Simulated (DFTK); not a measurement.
Crystal: WC.

```
W C
1.0
     0.00000    2.19268    2.19268
     2.19268    0.00000    2.19268
     2.19268    2.19268    0.00000
W C
1 1
Direct
  0.00000 0.00000 0.00000
  0.50000 0.50000 0.50000
```

Measurements of this composition are mostly on another form, of space group No. 187.

Base run:

```yaml
Program: DFTK 0.8.2
Functional: PBEsol
Potentials_or_basis: dojo.nc.sr.pbesol.v0_4_1.standard.upf (PBEsol)
Cutoff: 1116 eV
k_mesh: 10 × 10 × 10
Occupations: fermi-dirac, width 0.05 eV
Spin: no spin polarisation
```

Its results: band gap on the k mesh none (metal or under the smearing width); pressure -9.9 GPa.

**Question.** The run is repeated on the same cell with these changes: functional from PBEsol to PBE; potentials or basis from dojo.nc.sr.pbesol.v0_4_1.standard.upf (PBEsol) to dojo.nc.sr.pbe.v0_4_1.standard.upf (PBE). What comes out?

**Answer.** Band gap on the k mesh none (metal or under the smearing width); pressure -1.3 GPa.
